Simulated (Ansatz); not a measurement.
**TiAl: stress in a strained cell**

Aim: deform TiAl (x and y strained by +4 %, z held) and compute stress, forces and field gradients with LAPW, PAW and all-electron datasets made for the crystal.

Program: Ansatz 0.2.0. Level of theory: DFT PBE, scalar-relativistic. These are calculated values, not measurements.

## 1. The starting structure

It takes space group P4/mmm (No. 123, tetragonal). Conventional cell: a = 2.837 Å, b = 2.837 Å, c = 4.059 Å, α = 90.00°, β = 90.00°, γ = 90.00°. Around Ti (site symmetry 4/mmm) lie 4 Ti at 2.84 Å and 8 Al at 2.85 Å. Al (site symmetry 4/mmm) has 4 Al at 2.84 Å and 8 Ti at 2.85 Å as nearest neighbours.

Structure file:

```xyz
2
Lattice="2.8373 0.0000 0.0000 0.0000 2.8373 0.0000 0.0000 0.0000 4.0591" Properties=species:S:1:pos:R:3 pbc="T T T"
Ti    0.0000    0.0000    0.0000
Al    1.4186    1.4186    2.0295
```

Atoms are numbered in the order of the input: Ti1, Al2.

## 2. The deformed structure

Space group P4/mmm before, P4/mmm after.

## 3. LAPW, all electrons

input.yaml reads:

```yaml
crystal:
  lattice:
    - [2.950792, 0.0, 0.0]
    - [0.0, 2.950792, 0.0]
    - [0.0, 0.0, 4.0591]
  atoms:
    - { symbol: Ti, position: [0.0, 0.0, 0.0] }
    - { symbol: Al, position: [0.5, 0.5, 0.5] }
kpoints:
  mp_grid: { grid: [14, 14, 10] }
scf:
  occupations: { method: fermi_dirac, width: 0.03 }
hamiltonian:
  xc: pbe
  pseudopotentials: { kind: all_electron, lapw: { basis_error: 0.0005 } }
output:
  forces: true
  stress: true
  eigenvalues: true
```

Output (excerpt; [...] marks lines left out):

```text
LAPW: plane waves up to 7.753 Å⁻¹, error target 5.0e-4 eV per atom; small_component_spin mean_spin; Al in spheres of 1.435 Å, 11 of its electrons in bands, Dirac shells []; Ti in spheres of 1.475 Å, 12 of its electrons in bands, Dirac shells []
[...]
Pseudopotentials: kind: all_electron
Pseudopotential: Ti, LAPW, valence charge 12, Koelling and Harmon's equation, gaussian nucleus
Pseudopotential: Al, LAPW, valence charge 11, Koelling and Harmon's equation, gaussian nucleus
Functional definition: PBE
[...]
Crystal: 2 atoms, lattice volume = 35.343 Å³
Basis set: ecut = 228.99046681707537 eV, 271 PW (Γ), exchange–correlation at level 2
Bands: 16, of which v1, the nominal top of the filled ones, is band 12 counted from 1 (11 counted from 0)
Symmetry: 16 space group operations
Space group: P4/mmm (ITA 123), of the structure as read, at distance tolerance 3.3e-5 Å
k-points: 216 of 1960
[...]
SCF iter   1: F=—  HF=-29841.739975 eV  |F-HF|=—  |Δ(HF+E_count)|=         —  Δρ=1.86e-2  dr2=1.43e-1  ethr=6.21e-4  ⟨swp⟩=2.8  Hψ=24690  notcnv=0
[...]
the basis was enlarged: its passes take 494.0 KiB over the memory plan, 1 of 1 planned eigensolver slots
[...]
SCF iter   7: F=-29841.576154 eV  HF=-29841.576154 eV  |F-HF|=1.44e-9  |Δ(HF+E_count)|=   4.75e-7  Δρ=6.37e-6  dr2=1.42e-8  ethr=5.53e-9  ⟨swp⟩=2.6  Hψ=10102  notcnv=0
[...]
SCF converged after 7 iterations
Free energy (F): -29841.576154 eV
[...]
E sigma→0 (E₀):  -29841.572851 eV
Entropy (-TS):   -0.006604 eV (-3.302 meV/atom)
Fermi energy:    11.016325 eV
[...]
--- Forces (eV/Å), atoms counted from 1 ---
  atom   1  Ti     0.00000000     0.00000000     0.00000000
  atom   2  Al    -0.00000000    -0.00000000     0.00000000
[...]
--- Stress (GPa, compression-positive) ---
       -9.373385       0.000000       0.000000
        0.000000      -9.373385       0.000000
        0.000000       0.000000      -5.897956
  P = ⅓ Tr σ = -8.2149 GPa (-82.149 kbar)
--- Band table (eV; the first three rows and the last of 216) ---
  k-point 0: bands = ["-91.6767", "-53.1447", "-53.1447", "-53.1118", "-45.8106", "-22.1875", "-21.8495", "-21.8495", "2.3570", "9.4098", "10.2470", "10.9987", "12.8496", "12.8496", "13.8110", "17.0017"]
[...]
```

Run time: 21 s. Hardware: 1 thread, shared host.

This run gives: pressure -8.21 GPa; no gap.

## 4. PAW with frozen cores

input.yaml: that of step 3 with these lines changed.

```diff
@@ -14,3 +14,3 @@
   xc: pbe
-  pseudopotentials: { kind: all_electron, lapw: { basis_error: 0.0005 } }
+  pseudopotentials: { kind: paw }
 output:
@@ -19 +19,2 @@
   eigenvalues: true
+  efg: { contact_densities: true }
```

Output (excerpt; [...] marks lines left out):

```text
[...]
Pseudopotentials: kind: paw
Pseudopotential: Ti, paw, valence charge 12, recommended cutoff 420 eV (normal)
Pseudopotential: Al, paw, valence charge 3, recommended cutoff 420 eV (normal)
[... 1 set-up line as earlier in the session ...]
[...]
Crystal: 2 atoms, lattice volume = 35.343 Å³
Basis set: ecut = 420 eV, 673 PW (Γ), exchange–correlation on 40×40×60 points (8 copies of the dense FFT grid, shifted against one another)
Bands: 12, of which v1, the nominal top of the filled ones, is band 8 counted from 1 (7 counted from 0)
[... 2 set-up lines as earlier in the session ...]
k-points: 216 of 1960
[...]
SCF iter   1: F=—  HF=-3037.889510 eV  |F-HF|=—  |Δ(HF+E_count)|=         —  Δρ=2.82e-3  dr2=2.84e-3  ethr=1.77e-3  ⟨swp⟩=5.1  Hψ=13230  notcnv=0
[...]
Fermi energy:    9.940617 eV
[...]
--- Forces (eV/Å), atoms counted from 1 ---
  atom   1  Ti    -0.00000000     0.00000000     0.00000000
  atom   2  Al     0.00000000    -0.00000000    -0.00000000
[...]
--- Stress (GPa, compression-positive) ---
       -9.339147       0.000000       0.000000
        0.000000      -9.339147       0.000000
        0.000000       0.000000      -5.883111
  P = ⅓ Tr σ = -8.1871 GPa (-81.871 kbar)
--- PAW observables at the nuclei: V_zz in 10²¹ V/m², potentials from the cell's mean, atoms counted from 1 ---
  atom   1  Ti V_zz =    +2.759279   η = 0.0000   by run symmetry: allowed
            electrostatic potential = -2528.119706 V   contact ρ = 56784.678802 e/Å³
  atom   2  Al V_zz =    -2.226750   η = 0.0000   by run symmetry: allowed
            electrostatic potential = -1231.517376 V   contact ρ = 10084.919213 e/Å³
--- Band table (eV; the first three rows and the last of 216) ---
  k-point 0: bands = ["-46.8848", "-23.2627", "-22.9228", "-22.9228", "1.2840", "8.3332", "9.1715", "9.9262", "11.7733", "11.7733", "12.7366", "15.9221"]
[...]
```

It took 4.9 s on 1 thread, shared host.

In short: pressure -8.19 GPa; no gap; Vzz Ti1 2.76 (η = 0.00), Al2 -2.23 (η = 0.00) (10²¹ V/m²).

## 5. Datasets made for this crystal

input.yaml: that of step 4 with these lines changed.

```diff
@@ -14,3 +14,3 @@
   xc: pbe
-  pseudopotentials: { kind: paw }
+  pseudopotentials: { kind: all_electron, datasets: crystal }
 output:
```

Output (excerpt; [...] marks lines left out):

```text
[...]
[... 1 set-up line as earlier in the session ...]
Pseudopotential: Ti, paw, valence charge 12, recommended cutoff 220 eV (normal), Koelling and Harmon's equation, gaussian nucleus
Pseudopotential: Al, paw, valence charge 3, recommended cutoff 220 eV (normal), Koelling and Harmon's equation, gaussian nucleus
[... 1 set-up line as earlier in the session ...]
[...]
Crystal: 2 atoms, lattice volume = 35.343 Å³
Basis set: ecut = 220 eV, 253 PW (Γ), exchange–correlation on 30×30×40 points (8 copies of the dense FFT grid, shifted against one another)
Bands: 8, of which v1, the nominal top of the filled ones, is band 4 counted from 1 (3 counted from 0)
[... 2 set-up lines as earlier in the session ...]
k-points: 216 of 1960
[...]
--- Forces (eV/Å), atoms counted from 1 ---
  atom   1  Ti    -0.00000000     0.00000000     0.00000000
  atom   2  Al     0.00000000    -0.00000000     0.00000000
[...]
--- Stress (GPa, compression-positive) ---
       -9.372405       0.000000       0.000000
        0.000000      -9.372405       0.000000
        0.000000       0.000000      -5.898276
  P = ⅓ Tr σ = -8.2144 GPa (-82.144 kbar)
  It holds what live shells' own plane waves past their cutoff add
--- PAW observables at the nuclei: V_zz in 10²¹ V/m², potentials from the cell's mean, atoms counted from 1 ---
  atom   1  Ti V_zz =    +2.786972   η = 0.0000   by run symmetry: allowed
            electrostatic potential = -2528.078332 V   contact ρ = 56832.065472 e/Å³
  atom   2  Al V_zz =    -2.252771   η = 0.0000   by run symmetry: allowed
            electrostatic potential = -1231.357278 V   contact ρ = 10091.058154 e/Å³
--- Band table (eV; the first three rows and the last of 216) ---
  k-point 0: bands = ["2.3570", "9.4098", "10.2469", "10.9987", "12.8494", "12.8494", "13.8109"]
[...]
```

It took 9.3 s on 1 thread, shared host.

In short: pressure -8.21 GPa; no gap; Vzz Ti1 2.79 (η = 0.00), Al2 -2.25 (η = 0.00) (10²¹ V/m²).

## 6. Side by side

Stress (GPa, compression positive):

```csv
method,xx,yy,zz,yz,xz,xy
LAPW,-9.37,-9.37,-5.90,0.00,0.00,0.00
PAW,-9.34,-9.34,-5.88,0.00,0.00,0.00
crystal datasets,-9.37,-9.37,-5.90,0.00,0.00,0.00
```

| method | pressure (GPa) | Vzz Ti1 (10²¹ V/m²) | Vzz Al2 (10²¹ V/m²) | SCF cycles, all passes | time |
| --- | --- | --- | --- | --- | --- |
| LAPW | -8.21 | – | – | 7 | 21 s |
| PAW | -8.19 | 2.76 | -2.23 | 6 | 4.9 s |
| crystal datasets | -8.21 | 2.79 | -2.25 | 9 | 9.3 s |

## 7. Results

| quantity | value |
| --- | --- |
| pressure | LAPW -8.21, PAW -8.19, crystal datasets -8.21 GPa |
| largest shear or deviatoric stress (LAPW) | 2.32 GPa |

What this shows: The largest part of the stress beyond the pressure is 2.32 GPa in size, in the zz component; the atoms are carried along and not relaxed. No run of the undeformed cell stands beside it, so the pressure holds what the given cell had before the change. PAW: stress within 0.03 GPa of LAPW. Crystal datasets: stress within 0.01 GPa of LAPW.
